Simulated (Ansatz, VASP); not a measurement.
# SrO: VASP and Ansatz over several settings

```
CELL_PARAMETERS angstrom
0.00000 2.56630 2.56630
2.56630 0.00000 2.56630
2.56630 2.56630 0.00000
ATOMIC_POSITIONS crystal
Sr 0.50000 0.50000 0.50000
O 0.00000 0.00000 0.00000
```

Single points on this cell with VASP 6.6.1 and Ansatz 0.2.0. Each row is one pair of runs. Alike in all rows: Ansatz's potentials, cutoff: Ansatz PAW, 420 eV.

```tsv
level	spin	k mesh	smearing	VASP's potentials, cutoff	gap on the k mesh at the Fermi level (eV), VASP	gap on the k mesh at the Fermi level (eV), Ansatz	least direct gap on the mesh (eV), VASP	least direct gap on the mesh (eV), Ansatz	pressure (GPa), VASP	pressure (GPa), Ansatz
PBE	off	9 × 9 × 9	fermi-dirac, width 0.05 eV	VASP PAW PBE potentials, release 64 (Sr_sv, O), 520 eV	3.32	3.37	3.41	3.45	3.9	3.3
PBE	off	9 × 9 × 9	gaussian, width 0.05 eV	VASP PAW PBE potentials, release 64 (Sr_sv, O), 500 eV	3.32	3.37	3.41	3.45	3.9	3.3
LDA	SOC, no magnetisation	7 × 7 × 7	gaussian, width 0.01 eV	VASP PAW LDA potentials, release 64 (Sr_sv, O_h), 900 eV	3.17	3.23	3.25	3.29	-	-
PBEsol	off	9 × 9 × 9	gaussian, width 0.1 eV	VASP PAW PBE potentials, release 64 (Sr_sv_GW, O_GW), 550 eV	3.26	3.26	3.34	3.34	-0.5	-0.6
PBEsol	off	9 × 9 × 9	gaussian, width 0.05 eV	VASP PAW PBE potentials, release 54 (Sr_sv, O), 520 eV	3.21	?	3.30	?	0.1	?
```

Fill in what Ansatz gave in row 5.

gap on the k mesh at the Fermi level (eV): 3.26; least direct gap on the mesh (eV): 3.34; pressure (GPa): -0.6.

Caveats: an odd mesh through Γ misses points on the zone boundary, where band edges often lie (VASP); the cutoff is under 1.25 times the usual one of these potentials, so pressure, stress and relaxed cells hold a basis-set (Pulay) error (VASP); the PAW data sets were made with another functional, which shifts forces and pressure a little (VASP); odd divisions of the mesh miss points on the zone boundary, where band edges often lie, so the gap on the mesh can be too wide (Ansatz); the pressure holds a Pulay correction of +0.4 GPa for the finite cutoff (Ansatz); the pressure holds a Pulay correction of +0.5 GPa for the finite cutoff (Ansatz); the PAW data sets come from PBE, with cores solved anew for the run's functional, which leaves a small shift of forces and pressure (Ansatz).
